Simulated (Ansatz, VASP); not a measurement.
**Zr3H: VASP beside Ansatz**

INCAR

```
SYSTEM = Zr3H
PREC = Accurate
ENCUT = 520
EDIFF = 1E-6
ISMEAR = 0
SIGMA = 0.1
LREAL = .False.
LASPH = .True.
NELM = 60
ALGO = Normal
ISIF = 2
LWAVE = .False.
LCHARG = .False.
GGA = PE
NBANDS = 47
```

File KPOINTS:

```
regular mesh
0
Gamma
  3 3 4
  0 0 0
```

File POSCAR:

```
Zr3H
1.0
    5.9466731500      0.0000000000      0.0000000000
   -2.9733365800      5.1499700200      0.0000000000
    0.0000000000      0.0000000000      5.0932788200
Zr H
6 2
Direct
    0.2500000000      0.0000000000      0.2500000000
    0.2500000000      0.2500000000      0.7500000000
    0.0000000000      0.2500000000      0.2500000000
    0.7500000000      0.0000000000      0.7500000000
    0.7500000000      0.7500000000      0.2500000000
    0.0000000000      0.7500000000      0.7500000000
    0.0000000000      0.0000000000      0.0000000000
    0.0000000000      0.0000000000      0.5000000000
```

Input for Ansatz:

```yaml
crystal:
  lattice:
    - [5.94667315, 0.0, 0.0]
    - [-2.97333658, 5.14997002, 0.0]
    - [0.0, 0.0, 5.09327882]
  atoms:
    - { symbol: Zr, position: [0.25, 0.0, 0.25] }
    - { symbol: Zr, position: [0.25, 0.25, 0.75] }
    - { symbol: Zr, position: [0.0, 0.25, 0.25] }
    - { symbol: Zr, position: [0.75, 0.0, 0.75] }
    - { symbol: Zr, position: [0.75, 0.75, 0.25] }
    - { symbol: Zr, position: [0.0, 0.75, 0.75] }
    - { symbol: H, position: [0.0, 0.0, 0.0] }
    - { symbol: H, position: [0.0, 0.0, 0.5] }
basis:
  ecutwfc: 420
kpoints:
  mp_grid: { grid: [3, 3, 4] }
hamiltonian:
  xc: pbe
scf:
  occupations: { method: gaussian, width: 0.1 }
  lower_state_search: "off"
output:
  forces: true
  stress: true
  eigenvalues: true
```

Change from the starting cell: species swapped into the Cs3O type (P6_3/mcm, No. 193).

Alike in both runs: task single point; functional PBE; k mesh 3 × 3 × 4; occupations gaussian, width 0.1 eV; no spin polarisation.

|  | VASP | Ansatz |
| --- | --- | --- |
| version | VASP 6.6.1 | Ansatz 0.2.0 |
| potentials or method | VASP PAW PBE potentials, release 64 (Zr_sv, H) | scalar-relativistic, plane waves, PAW |
| plane-wave cutoff (eV) | 520 | 420 |
| valence electrons in the cell | 74 | 74 |

```csv
,VASP,Ansatz,Ansatz less VASP
gap on the k mesh at the Fermi level (eV),none,none,-
pressure (GPa),22.3,22.1,-0.17
largest component of the traceless stress (GPa),0.77,0.89,+0.114
rms of the force components (eV/Å),3.474,3.447,-0.0276
```

Atom by atom the forces differ by 0.028 eV/Å (rms over components). A gap of «none» marks a metal or a gap that the smearing closes. The functional is the same, so the differences come from potentials, cutoffs and numerics.

Caveats: the k mesh is coarse (spacing up to 0.41 Å⁻¹), so the values aren't converged; so large a pressure means that the cell lies far from this level's equilibrium, or that cutoff or potentials fall short (VASP); forces of over 1 eV/Å show positions far from the minimum, so gaps and moduli don't describe the material at rest.
